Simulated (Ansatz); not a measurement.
# SiS2: computed DOS

```yaml
crystal:
  lattice:
    - [-2.82500, 4.78500, 2.77000]
    - [2.82500, -4.78500, 2.77000]
    - [2.82500, 4.78500, -2.77000]
  atoms:
    - { symbol: Si, position: [0.75000, 0.75000, 0.00000] }
    - { symbol: Si, position: [0.25000, 0.25000, 0.00000] }
    - { symbol: S, position: [0.88300, 0.78300, 0.66600] }
    - { symbol: S, position: [0.11700, 0.21700, 0.33400] }
    - { symbol: S, position: [0.38300, 0.71700, 0.10000] }
    - { symbol: S, position: [0.61700, 0.28300, 0.90000] }
```

The cell is COD entry 1010409, as deposited and not checked against the literature; nothing was relaxed. It is an old determination, and later ones may differ.

These are results of DFT, PBE, all-electron LAPW, scalar-relativistic (Ansatz 0.2.0), not measurements.

Settings: a Γ-centred 5×6×5 k mesh, Fermi–Dirac smearing of 0.03 eV, basis error target 1 meV/atom, no spin polarisation; this mesh doesn't keep the crystal's whole symmetry, which leaves small spurious terms.

States per eV and cell, averaged over 0.4 eV, from -12.7 to 5.1 eV, with energies (bin centres) from the valence-band top; empty bins are left out. The partial columns, the largest 4 alone, are projections on Löwdin-orthogonalised atomic shells (those that the program's projection atoms carry: the occupied ones and, for some elements, an empty d or f shell; other empty shells have no column), summed over atoms of an element. Weights on diffuse s and p shells depend on that basis and aren't pure angular character.

```csv
E (eV),total,S 3p,Si 3p,S 3s,Si 3s
-12.6,2.20,0.06,0.58,1.48,0.07
-12.2,6.13,0.04,1.28,4.76,0.00
-11.8,3.87,0.04,0.70,3.11,0.00
-7.4,1.73,0.75,0.00,0.06,0.90
-7.0,1.35,0.58,0.00,0.16,0.59
-6.6,1.56,0.66,0.01,0.35,0.53
-6.2,1.94,0.86,0.02,0.60,0.43
-5.8,3.41,1.57,0.03,1.18,0.56
-5.0,0.20,0.11,0.05,0.03,0.00
-4.6,5.29,3.07,1.64,0.43,0.05
-4.2,4.11,2.42,1.48,0.10,0.03
-3.8,4.67,2.89,1.49,0.13,0.06
-3.4,1.21,0.80,0.34,0.01,0.02
-3.0,1.80,1.36,0.29,0.05,0.06
-2.6,3.65,2.84,0.52,0.19,0.03
-2.2,8.85,7.42,0.83,0.39,0.03
-1.8,3.10,2.75,0.22,0.05,0.01
-1.4,4.17,3.83,0.16,0.06,0.01
-1.0,7.77,7.38,0.11,0.04,0.01
-0.6,3.49,3.37,0.03,0.01,0.01
-0.2,1.70,1.67,0.00,0.00,0.00
2.6,0.22,0.10,0.02,0.00,0.07
3.0,2.54,1.04,0.37,0.04,0.84
3.4,3.19,1.31,0.44,0.04,1.06
3.8,2.48,0.78,0.64,0.08,0.59
4.2,3.08,0.85,0.90,0.21,0.46
4.6,6.69,1.50,2.95,0.57,0.35
5.0,3.45,0.91,1.28,0.26,0.23
```

Task: Which of the resolved shells contributes most in the top eV of the valence band?

Result: S 3p, with 96 % of all states there; Si 3p follows with 1 %.
